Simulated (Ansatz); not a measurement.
SrF2:
```yaml
crystal:
  lattice:
    - [0.00000, 2.89518, 2.89518]
    - [2.89518, 0.00000, 2.89518]
    - [2.89518, 2.89518, 0.00000]
  atoms:
    - { symbol: Sr, position: [0.00000, 0.00000, 0.00000] }
    - { symbol: F, position: [0.25000, 0.25000, 0.25000] }
    - { symbol: F, position: [0.75000, 0.75000, 0.75000] }
```

The program Ansatz at the r²SCAN level (PAW) gives a gap of 7.60 eV without spin–orbit coupling, maximum at X, minimum at Γ.

Q: What happens when spin–orbit coupling is switched on?

A: The gap stays essentially unchanged, to 7.60 eV; maximum at X, minimum at Γ.

Q: Give the electron effective mass with spin–orbit coupling.

A: 0.53 mₑ (isotropic).

Q: Give the hole effective mass with spin–orbit coupling.

A: 0.91, 8.4, 8.4 mₑ (principal values).

Space group Fm-3m (fluorite). The cell was relaxed with r²SCAN under the symmetry of its start; phonons on a q-mesh show no instability.

Potentials: the later of the program's two PAW sets.
